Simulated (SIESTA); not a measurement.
ZnS (Wurtzite-2H) under changes of volume

One of the cells (19.603 Å³/atom); the others are scaled copies at fixed shape and fractional positions:

```
CELL_PARAMETERS angstrom
3.81100 0.00000 0.00000
-1.90550 3.30042 0.00000
0.00000 0.00000 6.23400
ATOMIC_POSITIONS crystal
Zn 0.66667 0.33333 0.50000
Zn 0.33333 0.66667 0.00000
S 0.66667 0.33333 0.88500
S 0.33333 0.66667 0.38500
```

```yaml
Program: SIESTA 5.4.2
Functional: PBE
Potentials_or_basis: PseudoDojo 0.4 standard (PBE files)
Basis: TZP (energy shift 0.01 Ry)
Grid_cutoff: 800 Ry
Energy_shift: 0.01 Ry
k_mesh: 8 × 8 × 5
Occupations: fermi-dirac, width 0.05 eV
Spin: no spin polarisation
```

```tsv
volume (Å³/atom)	energy over the lowest point (meV/atom)	pressure (GPa)	gap on the mesh (eV)	largest force (eV/Å)
18.427	27.92	7.1	2.85	0.431
18.819	13.09	5.0	2.73	0.409
19.211	3.95	2.5	2.63	0.392
19.603	0.00	0.8	2.52	0.358
19.995	0.30	-1.1	2.43	0.327
20.387	5.15	-2.7	2.33	0.307
20.779	?	?	?	?
```

What does the run at 20.779 Å³/atom give?

Energy over the lowest point 13.46 meV/atom; pressure -4.1 GPa; gap on the mesh 2.24 eV; largest force 0.289 eV/Å.

Worked out: A Birch-Murnaghan fit of order 3 (a polynomial in V^(-2/3)) to the other rows has its minimum at 19.75 Å³/atom with B0 = V·E''(V) = 91 GPa and B' = 3.9 at fixed shape and positions, which overstates the stiffness. It gives 13.61 meV/atom at 20.779 Å³/atom, against the run's 13.46, and -dE/dV = -4.2 GPa, against -4.1. A straight line through the other rows of the gap, of slope -5.1 eV per unit of ln V (its deformation potential), extrapolates to 2.23 eV, against the run's 2.24.

Energies are extrapolated to zero smearing.

Caveats: semicore shells carry a single zeta, which can move pressures by several GPa and volumes by a few percent; the valence orbitals were made in a potential fitted to the semicore shell under them, which widens gaps by tenths of an eV or more; an odd mesh through Γ misses points on the zone boundary, where band edges often lie; the basis of atomic orbitals isn't converged, which shifts pressures, moduli and gaps.
